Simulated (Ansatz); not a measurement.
# Is this BaZrO3 structure a true minimum?

It comes from a database structure that was distorted and then relaxed.

Computed with Ansatz, DFT PBE, scalar-relativistic, plane waves, PAW. Cutoff 420 eV; k points 6×6×6 on the computed 5-atom cell (Γ-centred); Gaussian smearing, width 0.02 eV; no spin polarisation.

The cell below (5 atoms, space group Pm-3m (No. 221)) is relaxed within its symmetry.

```yaml
crystal:
  lattice:
    - [4.22692, 0.00000, 0.00000]
    - [0.00000, 4.22692, 0.00000]
    - [0.00000, 0.00000, 4.22692]
  atoms:
    - { symbol: Ba, position: [0.00000, 0.00000, 0.00000] }
    - { symbol: Zr, position: [0.50000, 0.50000, 0.50000] }
    - { symbol: O, position: [0.00000, 0.50000, 0.50000] }
    - { symbol: O, position: [0.50000, 0.00000, 0.50000] }
    - { symbol: O, position: [0.50000, 0.50000, 0.00000] }
```

For the test a repeat of it with 10 atoms (edges 4.23, 4.23, 8.45 Å) was strained at random (σ = 1.5 % a component), the atoms were moved at random (σ = 0.15 Å), and all was relaxed again on a coarse 4×4×2 mesh (in the run’s order of axes) with 0.10 eV smearing, with no symmetry imposed.

Question: Does it come back?

Answer: It returns, within 1 meV/atom of the unmoved cell on that mesh and with the same symmetry when read at 0.1 Å. So it is stable against the distortions that fit this cell and that this random move excites. Modes that don't fit the cell aren't tested.
